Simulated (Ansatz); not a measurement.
## Pressure against volume: Lu

Space group P6_3/mmc (No. 194). a = 3.510 Å, b = 3.510 Å, c = 5.567 Å, α = 90.00°, β = 90.00°, γ = 120.00°
| atom | site | symmetry | x | y | z |
| --- | --- | --- | --- | --- | --- |
| Lu | 2c | -6m2 | 0.3333 | 0.6667 | 0.2500 |

The runs use the primitive cell with vectors (3.510, 0.000, 0.000), (-1.755, 3.040, 0.000), (0.000, 0.000, 5.567) Å, to which the k mesh refers.

The cell is COD entry 1538083, as deposited and not checked against the literature; nothing was relaxed.

No spin–orbit coupling, which matters for the heavy atoms here.

Methods: DFT, PBE, all-electron LAPW, scalar-relativistic (Ansatz 0.2.0); DFT, PBE, PAW with Ansatz's default frozen-core files, scalar-relativistic (Ansatz 0.2.0).

For LAPW: a Γ-centred 13×13×8 k mesh, Fermi–Dirac smearing of 0.03 eV, basis error target 0.5 meV/atom, no spin polarisation. PAW takes a cutoff of 420 eV at this cell. The Ansatz runs share mesh, smearing and spin set-up. Plane-wave (PAW) pressures include the program's estimate of the Pulay term.

The cell above is scaled evenly, with fractional coordinates and shape held.

```
V/V(cell)  V (Å³/atom)  P, LAPW (GPa)  P, PAW (GPa)
   0.9500       28.210           1.51          1.50
   0.9750       28.952           0.24          0.24
   1.0000       29.695          -0.90         -0.90
   1.0250       30.437              ?             ?
   1.0500       31.180          -2.84         -2.85
```

Fill in the row V/V(cell) = 1.0250.

P, LAPW (GPa) = -1.92, P, PAW (GPa) = -1.93.

What do Birch–Murnaghan fits to the pressures give?

LAPW: V0 = 29.10 Å³/atom, B0 = 46 GPa, B0′ = 3.2; PAW: V0 = 29.10 Å³/atom, B0 = 46 GPa, B0′ = 3.2.

PAW's V0 lies -0.01 % from the all-electron value and its B0 0.1 %. With shape and internal coordinates held, B0 is an upper bound to the relaxed modulus.
